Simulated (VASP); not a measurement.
# Ge (P-1) in VASP: further runs

Runs on Ge. Level: PBE. Tasks: elastic constants, Wannier functions by SCDM.

Program: VASP 6.6.1. These are calculated values, not measurements. Logs are shortened: lines on timing, memory, paths and dates and some standing lists are left out, and cuts for length are marked.

### 1 The cell of the first run

The typed cell holds 2 atoms: a = 2.968 Å, b = 2.968 Å, c = 4.197 Å, α = 90.00°, β = 90.00°, γ = 90.00°.

This isn't the form of Ge at room conditions, which is diamond.

### 2 Elastic constants, PBE (a zone-boundary wave of random shape, sigma 0.15 Å)

Input file POSCAR:

```
Ge
1.0
    0.0000000000     -2.0983605200     -2.0983605200
    0.0000000000      2.0983605200     -2.0983605200
    4.1967210500      0.0000000000      0.0000000000
Ge
2
Direct
    0.5554013700      0.4948906800      0.5484903900
    0.9445986300      0.0051093200      0.9515096100
```

Input file INCAR.step1:

```
SYSTEM = Ge
ALGO = Normal ; EDIFF = 1E-8
EDIFFG = -0.002 ; ENCUT = 600
GGA = PE ; IBRION = 2
ISIF = 3 ; ISMEAR = 0
LASPH = .TRUE. ; LCHARG = .FALSE.
LREAL = .FALSE. ; LWAVE = .FALSE.
NELM = 80 ; NSW = 40
PREC = Accurate ; SIGMA = 0.02
```

Input file INCAR.step2:

```
SYSTEM = Ge
ALGO = Normal ; EDIFF = 1E-8
ENCUT = 600 ; GGA = PE
IBRION = 6 ; ISIF = 3
ISMEAR = 0 ; LASPH = .TRUE.
LCHARG = .FALSE. ; LREAL = .FALSE.
LWAVE = .FALSE. ; NELM = 80
NFREE = 2 ; NSW = 1
POTIM = 0.015 ; PREC = Accurate
SIGMA = 0.02
```

Input file KPOINTS:

```
k-points
0
G
  5 5 4
  0 0 0
```

Potentials or basis: VASP PAW PBE potentials, release 64 (Ge_d).

On the command line:

```console
$ cat potpaw_PBE.64/Ge_d/POTCAR > POTCAR
$ cp INCAR.step1 INCAR
$ mpirun -np 1 vasp_std > vasp.out
$ cp CONTCAR POSCAR
$ cp INCAR.step2 INCAR
$ mpirun -np 1 vasp_std > vasp.out
```

OUTCAR:

```text
SYSTEM = Ge
   EDIFF = 1E-8
   ENCUT = 600
   GGA = PE
   IBRION = 6
   ISIF = 3
   ISMEAR = 0
   LASPH = .TRUE.
   LREAL = .FALSE.
   NELM = 80
   NFREE = 2
   NSW = 1
   POTIM = 0.015
   PREC = Accurate

 ion  position               nearest neighbor table
   1  0.512  0.499  0.512-   2 2.90   2 2.91
   2  0.988  0.001  0.988-   1 2.90   1 2.91

  LATTYP: Found a triclinic cell.
 ALAT       =     3.0137613933
 B/A-ratio  =     1.4272511136
 C/A-ratio  =     1.3842237410
 COS(alpha) =     0.0026495442
 COS(beta)  =     0.0035705851
 COS(gamma) =     0.6965822616

  Lattice vectors:

 A1 = (  -0.0035861353,   2.1251067225,   2.1369759693)
 A2 = (  -0.0035695026,   4.3010836008,  -0.0515759840)
 A3 = (  -4.1717081430,   0.0076683340,   0.0063805532)

Analysis of symmetry for initial positions (statically):
=====================================================================
 Subroutine PRICEL returns:
 Original cell was already a primitive cell.

 Routine SETGRP: Setting up the symmetry group for a
 triclinic supercell.

 Subroutine GETGRP returns: Found  2 space group operations
 (whereof  1 operations were pure point group operations)
 out of a pool of  2 trial point group operations.

The static configuration has the point symmetry C_1 .
 The point group associated with its full space group is S_2 .

Analysis of symmetry for dynamics (positions and initial velocities):
=====================================================================
 Subroutine PRICEL returns:
 Original cell was already a primitive cell.

 Routine SETGRP: Setting up the symmetry group for a
 triclinic supercell.
[... 859 lines left out ...]

 [... further k-points ...]

------------------------ aborting loop because EDIFF is reached ----------------------------------------

  FORCE on cell =-STRESS in cart. coord.  units (eV):
  Direction    XX          YY          ZZ          XY          YZ          ZX
  --------------------------------------------------------------------------------------
  -------------------------------------------------------------------------------------
  Total        0.0009238     -0.0019969     -0.0006292      0.0013637      0.0009318     -0.0130051
  in kB        0.0381465     -0.0824561     -0.0259827      0.0563104      0.0384745     -0.5370150
  external PRESSURE =      -0.0234308 kB  Pullay stress =       0.0000000 kB
[... 17 lines left out ...]
  FREE ENERGIE OF THE ION-ELECTRON SYSTEM (eV)
  ---------------------------------------------------
  free  energy   TOTEN  =        -8.4900881087 eV

  energy  without entropy=       -8.4898618634  energy(sigma->0) =       -8.48997499

 INTERNAL STRAIN TENSORS FROM STRAINED CELLS
 ============================================

 INTERNAL STRAIN TENSOR FOR ION    1 for displacements in x,y,z  (eV/Angst):
          X           Y           Z          XY          YZ          ZX
  --------------------------------------------------------------------------------
  x     0.92278     0.75371    -1.30792    -0.31244     0.68379    -0.26667
  y    -0.22281    -0.21935    -0.19191     0.78390     0.02602    -0.02702
  z    -0.17840    -0.15323    -0.19771    -0.03081     0.00547     0.77800

 INTERNAL STRAIN TENSORS FROM DISPLACED ATOMS
 ============================================

 INTERNAL STRAIN TENSOR FOR ION    1 for displacements in x,y,z  (eV/Angst):
          X           Y           Z          XY          YZ          ZX
  --------------------------------------------------------------------------------
  x     1.50932     0.77300     0.79577    -0.28064    -0.32353    -0.23704
  y    -0.22588    -0.23227    -0.18179     0.77971     0.02594    -0.02439
  z    -0.20593    -0.14215    -0.21140    -0.02767     0.01339     0.76800

 INTERNAL STRAIN TENSOR FOR ION    2 for displacements in x,y,z  (eV/Angst):
          X           Y           Z          XY          YZ          ZX
  --------------------------------------------------------------------------------
  x    -1.50932    -0.77300    -0.79577     0.28064     0.32353     0.23704
  y     0.22588     0.23227     0.18179    -0.77971    -0.02594     0.02439
  z     0.20593     0.14215     0.21140     0.02767    -0.01339    -0.76800

 Eigenvectors and eigenvalues of the dynamical matrix
 ----------------------------------------------------

   1 f  =    4.900026 THz    30.787772 2PiTHz  163.447278 cm-1    20.264871 meV
             X         Y         Z           dx          dy          dz
      2.136410 -0.004626 -2.189779     0.706970   -0.010388   -0.009265
      4.126540 -2.106549 -2.119532    -0.706970    0.010388    0.009265
[... 11 lines left out ...]
   4 f  =    0.000000 THz     0.000000 2PiTHz    0.000001 cm-1     0.000000 meV
             X         Y         Z           dx          dy          dz
      2.136410 -0.004626 -2.189779     0.346186   -0.588988    0.182341
      4.126540 -2.106549 -2.119532     0.346186   -0.588988    0.182341

   5 f/i=    0.000000 THz     0.000000 2PiTHz    0.000000 cm-1     0.000000 meV
             X         Y         Z           dx          dy          dz
      2.136410 -0.004626 -2.189779    -0.495665   -0.390226   -0.319437
      4.126540 -2.106549 -2.119532    -0.495665   -0.390226   -0.319437

   6 f/i=    0.000000 THz     0.000000 2PiTHz    0.000002 cm-1     0.000000 meV
             X         Y         Z           dx          dy          dz
      2.136410 -0.004626 -2.189779    -0.366704   -0.028573    0.603914
      4.126540 -2.106549 -2.119532    -0.366704   -0.028573    0.603914

--------------------------------------------------------------------------------------------------------

 ELASTIC MODULI CONTR FROM IONIC RELAXATION (kBar)
 Direction    XX          YY          ZZ          XY          YZ          ZX
 --------------------------------------------------------------------------------
 XX         -52.2479    -37.1769    -38.3015     57.1581      7.7234     49.6292
 YY         -37.1769    -29.5944    -28.7745     61.1516      4.9378     32.1728
 ZZ         -38.3015    -28.7745    -30.7700     44.8034      4.8345     52.6175
 XY          57.1581     61.1516     44.8034   -221.2295     -6.8119     29.8844
 YZ           7.7234      4.9378      4.8345     -6.8119     -1.3994     -2.8347
 ZX          49.6292     32.1728     52.6175     29.8844     -2.8347   -211.5102
 --------------------------------------------------------------------------------

 TOTAL ELASTIC MODULI (kBar)
 Direction    XX          YY          ZZ          XY          YZ          ZX
 --------------------------------------------------------------------------------
 XX        1222.8259    232.4822    100.3361     54.4601     44.3317     47.7960
 YY         232.4822   1331.6181    602.1705     67.5248    -26.0576     34.7928
 ZZ         100.3361    602.1705    884.0301     48.6037     74.8125     71.9206
 XY          54.4601     67.5248     48.6037    502.8741     -9.0981    -67.8824
 YZ          44.3317    -26.0576     74.8125     -9.0981    617.2552     -1.3941
 ZX          47.7960     34.7928     71.9206    -67.8824     -1.3941    498.1899
 --------------------------------------------------------------------------------
```

OUTCAR.step1:

```text
SYSTEM = Ge
   EDIFF = 1E-8
   EDIFFG = -0.002
   ENCUT = 600
   GGA = PE
   IBRION = 2
   ISIF = 3
   ISMEAR = 0
   LASPH = .TRUE.
   LREAL = .FALSE.
[... 907 lines left out ...]
  -------------------------------------------------------------------------------------
  Total       -0.0026182     -0.0014905     -0.0009953      0.0007684     -0.0001367     -0.0015863
  in kB       -0.1081114     -0.0615446     -0.0410984      0.0317303     -0.0056450     -0.0655044
  external PRESSURE =      -0.0702515 kB  Pullay stress =       0.0000000 kB
[... 17 lines left out ...]
  FREE ENERGIE OF THE ION-ELECTRON SYSTEM (eV)
  ---------------------------------------------------
  free  energy   TOTEN  =        -8.4899863830 eV

  energy  without entropy=       -8.4897601979  energy(sigma->0) =       -8.48987329

 reached required accuracy - stopping structural energy minimisation
```

OSZICAR.step1:

```text
N       E                     dE             d eps       ncg     rms          rms(c)
DAV:   1     0.153626895299E+03    0.15363E+03   -0.15311E+04  1868   0.479E+03
DAV:   2     0.997095529921E+01   -0.14366E+03   -0.14122E+03  1836   0.536E+02
DAV:   3    -0.772040565811E+01   -0.17691E+02   -0.17473E+02  2038   0.140E+02
[... 388 lines left out ...]
DAV:   2    -0.848998936138E+01    0.45475E-05   -0.17330E-05  2472   0.922E-02    0.113E-02
DAV:   3    -0.848998627461E+01    0.30868E-05   -0.49551E-06  2964   0.567E-02    0.914E-04
DAV:   4    -0.848998636755E+01   -0.92938E-07   -0.99632E-07  1904   0.131E-02    0.734E-04
DAV:   5    -0.848998638287E+01   -0.15318E-07   -0.26813E-08  1422   0.271E-03    0.242E-04
DAV:   6    -0.848998638305E+01   -0.18008E-09   -0.22564E-09   944   0.119E-03
  38 F= -.84899864E+01 E0= -.84898733E+01  d E =-.120645E-05
```

It took 14 min on 1 thread of Intel Xeon Platinum 8488C (Sapphire Rapids), shared host; peak memory 0.21 GiB.

What came out:

```
Relaxed volume                         : 19.40 Å³/atom
Relaxed cell                           : a = 3.014 Å, b = 3.086 Å, c = 4.172 Å, α = 90.01°, β = 89.80°, γ = 89.68°
Space group after relaxing (to 0.05 Å) : P2_1/m (No. 11)
Voigt bulk modulus                     : 59 GPa
Highest phonon frequency at Γ          : 163 cm⁻¹
```

The path:
```tsv
step	energy change (eV)	largest force (eV/Å)	pressure (GPa)	volume (Å³)
1	0.0000	1.4947	9.64	36.96
2	-0.2006	0.1721	-4.24	43.19
3	-0.2237	0.4675	-1.75	41.44
4	-0.2525	0.3409	-1.09	40.54
5	-0.2727	0.0844	0.98	38.75
6	-0.2844	0.0885	0.44	38.79
7	-0.2844	0.0888	0.44	38.79
8	-0.2864	0.0526	-0.24	39.18
9	-0.2865	0.0457	-0.41	39.28
10	-0.2885	0.0762	-0.13	39.10
11	-0.2887	0.0845	-0.06	39.06
12	-0.2886	0.1024	0.08	38.98
13	-0.2888	0.0907	-0.01	39.03
14	-0.2896	0.0648	0.04	38.94
15	-0.2897	0.0718	0.12	38.92
16	-0.2902	0.1065	0.29	38.87
17	-0.2909	0.0778	0.37	38.77
18	-0.2917	0.0389	0.09	38.89
19	-0.2918	0.0196	-0.08	38.96
20	-0.2924	0.0168	-0.07	38.95
21	-0.2925	0.0175	-0.07	38.94
22	-0.2926	0.0173	0.01	38.90
23	-0.2926	0.0174	0.07	38.86
24	-0.2926	0.0163	0.04	38.88
25	-0.2927	0.0136	-0.06	38.92
26	-0.2927	0.0130	-0.06	38.91
27	-0.2928	0.0115	-0.04	38.89
28	-0.2929	0.0104	0.01	38.86
29	-0.2930	0.0097	0.01	38.85
30	-0.2931	0.0085	0.05	38.82
31	-0.2931	0.0078	0.08	38.77
32	-0.2932	0.0079	0.04	38.80
33	-0.2932	0.0056	0.02	38.80
34	-0.2933	0.0015	-0.03	38.82
35	-0.2933	0.0014	-0.02	38.82
36	-0.2933	0.0010	-0.01	38.81
37	-0.2933	0.0010	0.00	38.80
38	-0.2933	0.0008	-0.01	38.80
```

Final structure:
```
Ge
1.0
     0.00359   -2.12511   -2.13698
     0.00002    2.17598   -2.18855
     4.17171   -0.00767   -0.00638
Ge
2
Direct
  0.51171 0.49942 0.51168
  0.98829 0.00058 0.98832
```

Phonon frequencies in cm⁻¹ (negative: imaginary):
| q point | frequencies |
| --- | --- |
| (0.000, 0.000, 0.000) | 0 0 0 28 30 163 |

Elastic tensor in Voigt notation (GPa, in the Cartesian axes of the cell as first typed):
```
122  23  10   4   5   5
 23 133  60  -3   3   7
 10  60  88   7   7   5
  4  -3   7  62   0  -1
  5   3   7   0  50  -7
  5   7   5  -1  -7  50
```

Clamped-ion elastic tensor (GPa):
```
128  27  14   4   0   0
 27 136  63  -3   0   1
 14  63  91   7   2   0
  4  -3   7  62   0   0
  0   0   2   0  71 -10
  0   1   0   0 -10  72
```

Caveat: the k mesh is coarse (spacing up to 0.42 Å⁻¹), so the values aren't converged.

[end of part 1 of 2]
